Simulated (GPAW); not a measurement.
A run of GPAW 26.7.0 is set up as follows.

run.py

```python
from ase import Atoms
from ase.dft.bandgap import bandgap
from ase.io import write
from ase.units import GPa
from gpaw import GPAW, PW

atoms = Atoms(['Cu', 'Cu', 'O', 'O'],
              cell=[[2.2776571427, -1.6643912583, 0.0],
                    [2.2776571427, 1.6643912583, 0.0],
                    [-0.8267271773, 0.0, 4.9192272578]],
              scaled_positions=[[0.5, 0.0, 0.5],
                                [0.0, 0.5, 0.0],
                                [0.4184, 0.5816, 0.75],
                                [0.5816, 0.4184, 0.25]],
              pbc=True)

calc = GPAW(mode=PW(600),
            xc='LDA',
            kpts={'size': (8, 8, 5), 'gamma': True},
            occupations={'name': 'fermi-dirac', 'width': 0.01},
            setups={'Cu': ':d,8.0'},
            nbands=33,
            convergence={'density': 1e-05, 'energy': 1e-05},
            maxiter=150,
            txt='gpaw.txt')
atoms.calc = calc
energy = atoms.get_potential_energy()
forces = atoms.get_forces()
stress = atoms.get_stress()
calc.write('gs.gpw')
write('result.traj', atoms)
print(f'Energy: {energy:.6f} eV')
print('Forces (eV/A):')
print(forces.round(4))
print('Stress (GPa):', (stress / GPa).round(3))
print('Fermi level:', round(calc.get_fermi_level(), 4), 'eV')
print(f'Gap: {bandgap(calc)[0]:.4f} eV, direct: {bandgap(calc, direct=True)[0]:.4f} eV')
```

Potentials or basis: the program's PAW data sets (release 1.2.1) made for this functional, pw.

Command:

```console
$ OMP_NUM_THREADS=1 python run.py
```

**Question.** Predict the band gap on the k mesh.

**Answer.** None (metal or under the smearing width).

**Question.** Estimate the largest force.

**Answer.** 0.079 eV/Å.

**Question.** Predict the pressure.

**Answer.** 1.2 GPa.

Forces in eV/Å, atoms in the order of the input:
```
Cu   0.000  0.000  0.000
Cu   0.000  0.000  0.000
O    0.000  0.079  0.000
O    0.000 -0.079  0.000
```

Caveat: with this Cu data set, volumes or pressures lay over 1.5 % or 2 GPa off other programs in two to four cells of ten; the cutoff is short for stress and forces, so pressures can be off by a GPa or more; the run has no spin polarisation, though such a crystal can be magnetic; U without spin polarisation on a metal has little footing.
